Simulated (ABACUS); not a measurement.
Bi:

```xyz
2
Lattice="2.2675 1.3091 3.9380 -2.2675 1.3091 3.9380 0.0000 -2.6183 3.9380" Properties=species:S:1:pos:R:3 pbc="T T T"
Bi    0.0000    0.0000    9.0495
Bi    0.0000    0.0000    2.7645
```

| Property | Result |
| --- | --- |
| Program | ABACUS 3.10.1 |
| Task | single point |
| Functional | PBE |
| Potentials or basis | PseudoDojo NC SR 0.4.1 PBE standard |
| Cutoff | 1361 eV |
| Density cutoff | 5442 eV |
| Basis | DZP LCAO (the cutoffs set its grid) |
| k mesh | 7 × 7 × 7 |
| Occupations | fermi-dirac, width 0.05 eV |
| Spin | no spin polarisation |

On this cell: pressure 3.0 GPa; largest force 0.318 eV/Å; band gap on the k mesh 0.29 eV, indirect (least direct gap 0.59 eV).

The same run follows on a disturbed copy (atoms moved at random, drawn with an rms of 0.05 Å):

```
Bi
1.0
     2.26750    1.30914    3.93800
    -2.26750    1.30914    3.93800
     0.00000   -2.61828    3.93800
Bi
2
Direct
  0.77243 0.78624 0.75406
  0.23222 0.23858 0.23225
```

**Question.** What changes?

**Answer.** The energy moves by +15.8 meV/atom; pressure 3.7 GPa; largest force 0.665 eV/Å; band gap on the k mesh 0.25 eV, indirect (least direct gap 0.56 eV).

Forces on the atoms (eV/Å):
```
Bi   0.055 -0.232 -0.621
Bi  -0.055  0.232  0.621
```

Stress tensor (GPa, compression positive):
```
 3.22  0.15 -0.24
 0.15  4.47  0.98
-0.24  0.98  3.46
```

Caveats: the atomic orbitals were generated for these runs and aren't a published set; spin-orbit coupling is left out, which as a rule narrows the gap of such compounds by several tenths of an eV; an odd mesh through Γ misses points on the zone boundary, where band edges often lie; the basis of atomic orbitals isn't converged, which shifts pressures, moduli and gaps.
